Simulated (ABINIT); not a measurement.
ZnS (Wurtzite-2H):

```
Zn S
1.0
     3.81100    0.00000    0.00000
    -1.90550    3.30042    0.00000
     0.00000    0.00000    6.23400
Zn S
2 2
Direct
  0.66667 0.33333 0.50000
  0.33333 0.66667 0.00000
  0.66667 0.33333 0.88500
  0.33333 0.66667 0.38500
```

Program: ABINIT 10.8.3 (patched build). Alike in all runs: no spin polarisation; cell as given; cutoff (eV) 544; smearing fermi-dirac 0.05 eV.

Order these runs on this cell by their band gap on the k mesh, lowest first.
A. level PBE; potentials or basis JTH PAW PBE v2.0; k mesh 5 × 5 × 3
B. level RPBE; potentials or basis JTH PAW PBE v2.0; k mesh 8 × 8 × 5
C. level LDA-PZ; potentials or basis JTH PAW LDA v2.0; k mesh 8 × 8 × 5

C (1.97 eV), A (2.23 eV), B (2.40 eV).
